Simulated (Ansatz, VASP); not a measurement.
Bi: VASP beside Ansatz

```
CELL_PARAMETERS angstrom
-1.98055 1.98055 1.98055
1.98055 -1.98055 1.98055
1.98055 1.98055 -1.98055
ATOMIC_POSITIONS crystal
Bi 0.00000 0.00000 0.00000
```

Alike in both runs: functional r2SCAN; k mesh 16 × 16 × 16; occupations gaussian, width 0.1 eV; no spin polarisation.

Ansatz relaxed the structure, and its values are those at the end. VASP's run is a single point on that final structure, the one shown.

|  | VASP | Ansatz |
| --- | --- | --- |
| version | VASP 6.6.1 | Ansatz 0.2.0 |
| potentials or method | VASP PAW PBE potentials, release 64 (Bi_d) | scalar-relativistic, plane waves, PAW |
| plane-wave cutoff (eV) | 520 | 500 |
| valence electrons in the cell | 15 | 15 |

```tsv
	VASP	Ansatz	Ansatz less VASP
gap on the k mesh at the Fermi level (eV)	none	none	-
pressure (GPa)	0.0	0.0	+0.02
```

A gap of «none» marks a metal or a gap that the smearing closes. With one functional, cell and mesh, what is left measures potentials, basis and numerics.

Caveats: the PAW data sets were made with another functional, which shifts forces and pressure a little (VASP); spin-orbit coupling is left out, which moves the levels of the heavy elements.
